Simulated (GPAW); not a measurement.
# WC (F-43m) in GPAW: single point with PBE

Aim: the single point of WC with PBE.

Program: GPAW 26.7.0. These are calculated values, not measurements. Logs are shortened: lines on timing, memory, paths and dates and some standing lists are left out, and cuts for length are marked. The log counts tension as positive stress, the text compression.

## (1) The crystal as given

It takes space group F-43m (No. 216, cubic). Conventional cell: a = 4.604 Å, b = 4.604 Å, c = 4.604 Å, α = 90.00°, β = 90.00°, γ = 90.00°. W (site symmetry -43m) is surrounded by 4 C at 1.99 Å. C (site symmetry -43m) is surrounded by 4 W at 1.99 Å.

The cell was built by a generator and needn't be a form met in nature.

## (2) Single point, PBE

run.py

```python
from ase import Atoms
from ase.dft.bandgap import bandgap
from ase.io import write
from ase.units import GPa
from gpaw import GPAW, PW

atoms = Atoms(['W', 'C'],
              cell=[[0.0, 2.3021091, 2.3021091],
                    [2.3021091, 0.0, 2.3021091],
                    [2.3021091, 2.3021091, 0.0]],
              scaled_positions=[[0.0, 0.0, 0.0],
                                [0.75, 0.75, 0.75]],
              pbc=True)

calc = GPAW(mode=PW(600),
            xc='PBE',
            kpts={'size': (8, 8, 8), 'gamma': True},
            occupations={'name': 'fermi-dirac', 'width': 0.05},
            nbands=19,
            maxiter=120,
            txt='gpaw.txt')
atoms.calc = calc
energy = atoms.get_potential_energy()
forces = atoms.get_forces()
stress = atoms.get_stress()
calc.write('gs.gpw')
write('result.traj', atoms)
print(f'Energy: {energy:.6f} eV')
print('Forces (eV/A):')
print(forces.round(4))
print('Stress (GPa):', (stress / GPa).round(3))
print('Fermi level:', round(calc.get_fermi_level(), 4), 'eV')
print(f'Gap: {bandgap(calc)[0]:.4f} eV, direct: {bandgap(calc, direct=True)[0]:.4f} eV')
```

Potentials or basis: GPAW PAW data sets (gpaw-data 1.2.1), pw.

Command:

```bash
$ OMP_NUM_THREADS=1 python run.py
```

gpaw.txt:

```text
__  _  _
 | _ |_)|_||  |
 |__||  | ||/\| - 26.7.0

Input parameters:
  mode=PW(ecut=600.0),
  kpts=MonkhorstPack(size=(8, 8, 8), gamma=True),
  maxiter=120,
  nbands=19,
  occupations=Occupations(name='fermi-dirac', width=0.05),
  xc=XC(name='PBE')

Diagonalizing LCAO Hamiltonian
Converting LCAO to pw mode

                  C

       W

Atoms  # Å, Bohr magnetons
|   | symbol |        x |        y |        z |    initial magnetic moments |
|---|--------|----------|----------|----------|-----------------------------|
| 0 |      W | 0.000000 | 0.000000 | 0.000000 | ( 0.0000,  0.0000,  0.0000) |
| 1 |      C | 3.453164 | 3.453164 | 3.453164 | ( 0.0000,  0.0000,  0.0000) |

Unit cell  # Å
| periodic |        x |        y |        z |  lengths |    angles |
|----------|----------|----------|----------|----------|-----------|
|      yes | 0.000000 | 2.302109 | 2.302109 | 3.255674 | 60.000000 |
|      yes | 2.302109 | 0.000000 | 2.302109 | 3.255674 | 60.000000 |
|      yes | 2.302109 | 2.302109 | 0.000000 | 3.255674 | 60.000000 |

Number of symmetries: 24
Symmetry operations  # r_c * U_cc + t_c -> r_c
|    | kind |            matrix            |
|----|------|------------------------------|
|  0 |  E   |  1, 0, 0,  0, 1, 0,  0, 0, 1 |
|  1 |  σ   |  1, 0, 0,  0, 0, 1,  0, 1, 0 |
|  2 |  σ   |  1, 0,-1,  0, 1,-1,  0, 0,-1 |
|  3 |  C3  |  1, 0,-1,  0, 0,-1,  0, 1,-1 |
|  4 |  C3  |  1,-1, 0,  0,-1, 1,  0,-1, 0 |
|  5 |  σ   |  1,-1, 0,  0,-1, 0,  0,-1, 1 |
|  6 |  σ   |  0, 1, 0,  1, 0, 0,  0, 0, 1 |
|  7 |  C3  |  0, 1, 0,  0, 0, 1,  1, 0, 0 |
|  8 |  C2  |  0, 1,-1,  1, 0,-1,  0, 0,-1 |
|  9 |  S4  |  0, 1,-1,  0, 0,-1,  1, 0,-1 |
| 10 |  C3  |  0, 0, 1,  1, 0, 0,  0, 1, 0 |
| 11 |  σ   |  0, 0, 1,  0, 1, 0,  1, 0, 0 |
| 12 |  S4  |  0, 0,-1,  1, 0,-1,  0, 1,-1 |
| 13 |  C3  |  0, 0,-1,  0, 1,-1,  1, 0,-1 |
| 14 |  S4  |  0,-1, 1,  1,-1, 0,  0,-1, 0 |
| 15 |  C2  |  0,-1, 1,  0,-1, 0,  1,-1, 0 |
| 16 |  C3  |  0,-1, 0,  1,-1, 0,  0,-1, 1 |
| 17 |  S4  |  0,-1, 0,  0,-1, 1,  1,-1, 0 |
| 18 |  S4  | -1, 1, 0, -1, 0, 1, -1, 0, 0 |
| 19 |  C3  | -1, 1, 0, -1, 0, 0, -1, 0, 1 |
| 20 |  C3  | -1, 0, 1, -1, 1, 0, -1, 0, 0 |
| 21 |  S4  | -1, 0, 1, -1, 0, 0, -1, 1, 0 |
| 22 |  σ   | -1, 0, 0, -1, 1, 0, -1, 0, 1 |
| 23 |  C2  | -1, 0, 0, -1, 0, 1, -1, 1, 0 |

BZ-sampling:
  Number of BZ points: 512
  Number of IBZ points: 29

  Monkhorst-Pack size: [8, 8, 8]
  Monkhorst-Pack shift: [0.0625, 0.0625, 0.0625]

K-points  # in reciprocal-cell coordinates
|     |                                coordinates |     weight |
|-----|--------------------------------------------|------------|
|   0 | (  0.00000000,   0.00000000,   0.00000000) | 0.00195312 |
|   1 | (  0.12500000,   0.12500000,   0.00000000) | 0.01171875 |
|   2 | (  0.12500000,   0.12500000,   0.12500000) | 0.01562500 |
|   3 | (  0.25000000,   0.12500000,   0.12500000) | 0.02343750 |
|   4 | (  0.25000000,   0.25000000,   0.00000000) | 0.01171875 |
|   5 | (  0.25000000,   0.25000000,   0.12500000) | 0.04687500 |
|   6 | (  0.25000000,   0.25000000,   0.25000000) | 0.01562500 |
|   7 | (  0.37500000,   0.25000000,  -0.37500000) | 0.04687500 |
|   8 | (  0.37500000,   0.25000000,   0.12500000) | 0.04687500 |
|   9 | (  0.37500000,   0.25000000,   0.25000000) | 0.04687500 |
| ... |                                            |            |
|  28 | (  0.50000000,   0.50000000,   0.50000000) | 0.00781250 |

Plane wave coefficients: 869
Cutoff: 600.0 eV

Spin-components: 1 (collinear spins)
Bands:           19
Projectors:      11
Spin-degeneracy: 2
Datatype:        complex128

Parallelization:
  kpt:    1
  domain: 1
  band:   1

Density:
  Valence electrons: 18.0
  Components: 1
  Grid points: [20 20 20]
  Charge: 0.0  # |e|

Potential:
  Grid points: [20 20 20]

species:
  W:
    name:    Tungsten
    Z:       74.0
    valence: 14
    core:    60
    charge:  0.0  # [|e|]
    compensation charges:
      type: gauss
      rc: 0.40  # [Å]
      lmax: 2
    cutoffs:
      filter: 2.36  # [Å]
      core: 3.02  # [Å]
    projectors
    | kind |    occ | energy [eV] | rcut [Å] |
    |------|--------|-------------|----------|
    |   5s |  2.000 |     -78.830 |    1.344 |
    |   6s |  2.000 |      -5.697 |    1.344 |
    |   5p |  6.000 |     -43.233 |    1.355 |
    |   6p |  0.000 |      -1.367 |    1.355 |
    |   5d |  4.000 |      -4.494 |    1.228 |
    |    d |        |      22.717 |    1.228 |

    Using partial waves for W as LCAO basis

  C:
    name:    Carbon
    Z:       6.0
    valence: 4
    core:    2
    charge:  0.0  # [|e|]
    compensation charges:
      type: gauss
      rc: 0.20  # [Å]
      lmax: 2
    cutoffs:
      filter: 1.14  # [Å]
      core: 1.14  # [Å]
    projectors
    | kind |    occ | energy [eV] | rcut [Å] |
    |------|--------|-------------|----------|
    |   2s |  2.000 |     -13.751 |    0.635 |
    |   2p |  2.000 |      -5.284 |    0.635 |
    |    s |        |      13.461 |    0.635 |
    |    p |        |      21.927 |    0.635 |
    |    d |        |       0.000 |    0.635 |

    Using partial waves for C as LCAO basis

Reference energy: -439799.299771  # eV

eigensolver:
  PPCG
  Converge bands: occupied
  niter=2

density mixing:
  MSR1-Mixer
  Pratt-step length: 0.05
  Maximum mixing coefficient: 0.75
  Old densities: 10
  SVD Regularization: 0.005
  Good broyden scale: 1.0
  Trust region scale: 1.0
  Backstep threshold: 4.0
  History deletion threshold: 6.0
  Fourier metric: weight=20.0, sigma=0.015

occupation numbers:
  Fermi-Dirac:
    width: 0.0500  # eV

poisson solver:
  ecut: 4800.0  # eV

xc functional:
  name: PBE with 2 nearest neighbor stencil

convergence criteria:
- Maximum [total energy] change in last 3 cyles: 0.0005 eV / valence electron
- Maximum integral of absolute [dens]ity change: 0.0001 electrons / valence electron
- Maximum integral of absolute [eigenst]ate change: 4e-08 eV^2 / valence electron
maximum number of iterations: 120

SCF iterations
|iter     | |      energy | eigst |  dens |
|---------|-|-------------|-------|-------|
|iter:   1| |  -21.995797 | +0.01 |       |
|iter:   2| |  -21.314409 | -2.39 | -0.84 |
|iter:   3| |  -19.640613 | -1.35 | -0.90 |
|iter:   4| |  -19.647352 | -3.39 | -1.67 |
|iter:   5| |  -19.654118 | -3.89 | -1.94 |
|iter:   6| |  -19.654476c| -5.01 | -2.70 |
|iter:   7| |  -19.654486c| -6.63 | -3.54 |
|iter:   8| |  -19.654486c| -7.67c| -4.02c|

Converged in 8 steps
Energy contributions relative to reference atoms: (reference = -439799.299771)

Energy contributions:
  Kinetic:          24.743868
  Coulomb:         -25.022000
  Zero:              0.019321
  External:          0.000000
  Xc:              -19.389042
  Entropy:          -0.013268
  Spinorbit:         0.000000
  ----------------------------
  Free energy:     -19.661120
  Extrapolated:    -19.654486

dipole moment: (-15.725717, -15.725717, -15.725717)  # |e|*Ang

Fermi level: 12.287
Eigenvalues  # (at kpt = [0.000, 0.000, 0.000])
| band index |      eig [eV] | occ [0-2] |
|------------|---------------|-----------|
|          0 |       -62.192 |     2.000 |
|        ... |               |           |
|          2 |       -26.606 |     2.000 |
|          3 |       -26.606 |     2.000 |
|          4 |        -1.856 |     2.000 |
|          5 |         6.282 |     2.000 |
|          6 |         6.282 |     2.000 |
|          7 |         6.282 |     2.000 |
[... 9 lines left out ...]
|         17 |        28.737 |     0.000 |
|         18 |        34.643 |     0.000 |

No gap
No difference between direct/indirect transitions

Forces  # eV/Ang
|       x |        y |        z |
|---------|----------|----------|
| 0.00000 | -0.00000 | -0.00000 |  # W    0
| 0.00000 | -0.00000 |  0.00000 |  # C    1

Stress tensor  # eV/Ang^3
|         x |         y |         z |
|-----------|-----------|-----------|
| -0.111373 |  0.000000 |  0.000000 |
|  0.000000 | -0.111373 |  0.000000 |
|  0.000000 |  0.000000 | -0.111373 |

# Writing to gs.gpw (mode='')
```

Wall time 7.7 s (1 thread of Intel Xeon at 2.80GHz (Skylake/Cascade Lake), shared host); peak memory 0.15 GiB.

Results:

| Property | Result |
| --- | --- |
| Free energy | -19.6611 eV |
| Pressure | 17.8 GPa |
| Band gap on the k mesh | none (metal or under the smearing width) |

Levels at points of the mesh, in eV from the Fermi level:
```
           k point  band 7  band 8  band 9  band 10  band 11  band 12
(0.00, 0.00, 0.00)   -6.01   -6.01   -0.07    -0.07     2.80     7.88
(0.50, 0.50, 0.00)   -2.82   -2.82   -2.27     1.66     2.04     2.96
(0.50, 0.50, 0.50)   -5.27   -5.27    0.88     0.88     1.30     5.30
```

Caveat: the cutoff is short for stress and forces, so pressures can be off by a GPa or more; so large a pressure means that the cell lies far from this level's equilibrium, or that cutoff or potentials fall short. Spin-orbit coupling is left out, which matters for the levels of W.
